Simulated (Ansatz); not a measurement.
# CoSi: a single-point run

Aim: a sound single-point run of CoSi. The structure is shown as the input types it.

Program: Ansatz 0.2.0. Level of theory: DFT, PBE, all-electron LAPW, scalar-relativistic. These are calculated values, not measurements.

### 1 The starting structure

Symmetry: Pm-3m, No. 221, cubic system. Conventional cell: a = 2.781 Å, b = 2.781 Å, c = 2.781 Å, α = 90.00°, β = 90.00°, γ = 90.00°. Co (site symmetry m-3m) has 8 Si at 2.41 Å as nearest neighbours. Around Si (site symmetry m-3m) lie 8 Co at 2.41 Å.

Structure file:

```
CELL_PARAMETERS angstrom
2.78133 0.00000 0.00000
0.00000 2.78133 0.00000
0.00000 0.00000 5.56267
ATOMIC_POSITIONS crystal
Co 0.00000 0.00000 0.00000
Co 0.00000 0.00000 0.50000
Si 0.50000 0.50000 0.25000
Si 0.50000 0.50000 0.75000
```

### 2 The run

File input.yaml:

```yaml
crystal:
  lattice:
    - [2.781334, 0.0, 0.0]
    - [0.0, 2.781334, 0.0]
    - [0.0, 0.0, 5.562668]
  atoms:
    - { symbol: Co, position: [0.0, 0.0, 0.0], spin: 0.6 }
    - { symbol: Co, position: [0.0, 0.0, 0.5], spin: 0.6 }
    - { symbol: Si, position: [0.5, 0.5, 0.25] }
    - { symbol: Si, position: [0.5, 0.5, 0.75] }
magnetization:
  spin_polarized: true
kpoints:
  mp_grid: { grid: [13, 13, 7] }
scf:
  occupations: { method: methfessel_paxton, width: 2.0 }
  lower_state_search: "off"
  max_iter: 50
hamiltonian:
  xc: pbe
  pseudopotentials: { kind: all_electron, lapw: { basis_error: 0.0005 } }
output:
  forces: true
  stress: true
  eigenvalues: true
  populations: true
```

Started as:

```console
ansatz run input.yaml --threads 2 --pin off --max-ram 6144MiB --backend cpu --events-out ev --progress --plain --runs-dir out
```

What happens when this is run?

This run ends as converged, with warnings (seeded moment not kept, stability check not made). Its log warns: «the starting moments were not kept: the SCF closed with an absolute magnetisation of 8.5e-6 μB, where they sum to 1.2 μB in size (2 sites) ...»

The suspect setting: scf.occupations.method is methfessel_paxton; scf.occupations.width is 2.0. Occupations are smeared over electronvolts, wider than many features of the bands.

To check: set scf.occupations.method to fermi_dirac and scf.occupations.width to 0.03.
